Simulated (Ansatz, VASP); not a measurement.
# One calculation of Ni, two programs

```
Ni
1.0
     2.49176    0.00000    0.00000
     0.00000    2.49176    0.00000
     0.00000    0.00000    3.52388
Ni
2
Direct
  0.00000 0.00000 0.00000
  0.50000 0.50000 0.50000
```

Alike in both runs: task relaxation of cell and atoms; functional PBE; k mesh 13 × 13 × 9; occupations fermi-dirac, width 0.05 eV; collinear spin.

```csv
,VASP,Ansatz
version,VASP 6.6.1,Ansatz 0.2.0
potentials or method,"VASP PAW PBE potentials, release 64 (Ni)","plane waves (420 eV) with PAW, scalar-relativistic"
plane-wave cutoff (eV),600,420
valence electrons in the cell,20,36
```

Ansatz gave:

| Item | Value |
| --- | --- |
| net moment per atom (μB) | 0.00 |
| size of the moment on the site where the two differ most (μB) | 0.08 |
| relaxed volume (Å³/atom) | 10.83 |
| relaxed cell length with the largest relative difference (Å) | 2.484 |

Q: Which values does VASP return?

A: net moment per atom (μB): 0.00; size of the moment on the site where the two differ most (μB): 0.06; relaxed volume (Å³/atom): 10.83; relaxed cell length with the largest relative difference (Å): 2.483.

Site moments also hang on the region over which each program counts them. The two sets of potentials don't hold the same shells in valence.
